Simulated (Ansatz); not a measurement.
# Cu: the cost of one run

Method: DFT PBE, scalar-relativistic, plane waves, PAW, in Ansatz 0.2.0.

## 1. The starting structure

Symmetry: Fm-3m, No. 225, cubic system. Conventional cell: a = 3.615 Å, b = 3.615 Å, c = 3.615 Å, α = 90.00°, β = 90.00°, γ = 90.00°. Cu (site symmetry m-3m) has 12 Cu at 2.56 Å in its first shell of neighbours.

As a file:

```cif
data_structure
_symmetry_space_group_name_H-M 'Fm-3m'
_symmetry_Int_Tables_number 225
_cell_length_a 3.6150
_cell_length_b 3.6150
_cell_length_c 3.6150
_cell_angle_alpha 90.000
_cell_angle_beta 90.000
_cell_angle_gamma 90.000
_cell_volume 47.24
loop_
_atom_site_label
_atom_site_type_symbol
_atom_site_symmetry_multiplicity
_atom_site_Wyckoff_symbol
_atom_site_fract_x
_atom_site_fract_y
_atom_site_fract_z
_atom_site_occupancy
Cu1 Cu 4 a 0.00000 0.00000 0.00000 1
```

The cell is taken as given, not relaxed at this level.

## 2. The reference cell

The cell is repeated 2 times, 2 atoms in all. The reference gives a free energy of -13250.3508 eV, pressure 1.77 GPa, largest force 0.000 eV/Å and gap on the mesh none (metal). It was computed beforehand with the settings of the runs below.

## 3. The scan: freezing in a mode

Mode 6 of the phonon run on this cell, counted from the lowest, is frozen in: each atom moves by x times its row below, so x is the largest displacement.

```
atom      ux     uy     uz
 Cu1   1.000  0.000  0.000
 Cu2  -1.000  0.000  0.000
```

## 4. x = -0.300 Å

The input, input.yaml:

```yaml
crystal:
  lattice:
    - [0.0, -1.8075, -1.8075]
    - [0.0, 1.8075, -1.8075]
    - [3.615, 0.0, 0.0]
  atoms:
    - { symbol: Cu, position: [0.5, 0.5, 0.4170124481] }
    - { symbol: Cu, position: [0.0, 0.0, 0.0829875519] }
basis:
  ecutwfc: 420
kpoints:
  mp_grid: { grid: [18, 18, 14] }
hamiltonian:
  xc: pbe
scf:
  occupations: { method: gaussian, width: 0.15 }
output:
  forces: true
  stress: true
  eigenvalues: true
```

The run is started by

```bash
> ansatz run input.yaml --threads 2 --pin off --max-ram 5120MiB --backend cpu --events-out ev --progress --plain --runs-dir out
```

What time and memory should one allow on 2 threads of Arm Neoverse V2, shared host?

About 5.3 s, with a peak of 0.45 GiB.
